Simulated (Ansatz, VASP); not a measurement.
Cd in VASP and in Ansatz

File INCAR:

```
SYSTEM = Cd
PREC     = Accurate       ! precision mode
ENCUT    = 520            ! plane-wave cutoff, eV
EDIFF    = 1E-6           ! SCF threshold, eV
ISMEAR   = 0              ! smearing method
SIGMA    = 0.1            ! smearing width, eV
LREAL    = .False.        ! projectors in reciprocal space
LASPH    = .True.         ! aspherical terms in the spheres
NELM     = 100            ! most SCF steps
ALGO     = Normal         ! electronic algorithm
ISIF     = 2              ! what is computed and relaxed
LWAVE    = .False.        ! write WAVECAR
LCHARG   = .False.        ! write CHGCAR
GGA      = RP             ! functional
NBANDS   = 12             ! bands
```

File KPOINTS:

```
Automatic mesh
0
Gamma
  10 10 10
  0 0 0
```

File POSCAR:

```
Cd
1.0
   -1.7843220000      1.7843220000      1.7843220000
    1.7843220000     -1.7843220000      1.7843220000
    1.7843220000      1.7843220000     -1.7843220000
Cd
1
Direct
    0.0000000000      0.0000000000      0.0000000000
```

Contents of input.yaml:

```yaml
crystal:
  lattice:
    - [-1.784322, 1.784322, 1.784322]
    - [1.784322, -1.784322, 1.784322]
    - [1.784322, 1.784322, -1.784322]
  atoms:
    - { symbol: Cd, position: [0.0, 0.0, 0.0] }
kpoints:
  mp_grid: { grid: [10, 10, 10] }
scf:
  occupations: { method: gaussian, width: 0.1 }
hamiltonian:
  xc: rpbe
  pseudopotentials: { kind: all_electron, lapw: { basis_error: 0.001 } }
output:
  forces: true
  stress: true
  eigenvalues: true
```

This isn't the form of Cd at room conditions, which is hcp.

Alike in both runs: task single point; functional RPBE; k mesh 10 × 10 × 10; occupations gaussian, width 0.1 eV; no spin polarisation.

|  | VASP | Ansatz |
| --- | --- | --- |
| version | VASP 6.6.1 | Ansatz 0.2.0 |
| potentials or method | VASP PAW PBE potentials, release 64 (Cd) | all-electron LAPW, scalar-relativistic |
| plane-wave cutoff (eV) | 520 | see its input |

```tsv
	VASP	Ansatz	Ansatz less VASP
gap on the k mesh at the Fermi level (eV)	none	none	-
pressure (GPa)	3.7	3.5	-0.22
```

A gap of «none» marks a metal or a gap that the smearing closes. Ansatz ran all-electron here, so the differences hold the error of VASP's frozen core and of both bases.

Caveats: the PAW data sets were made with another functional, which shifts forces and pressure a little (VASP).
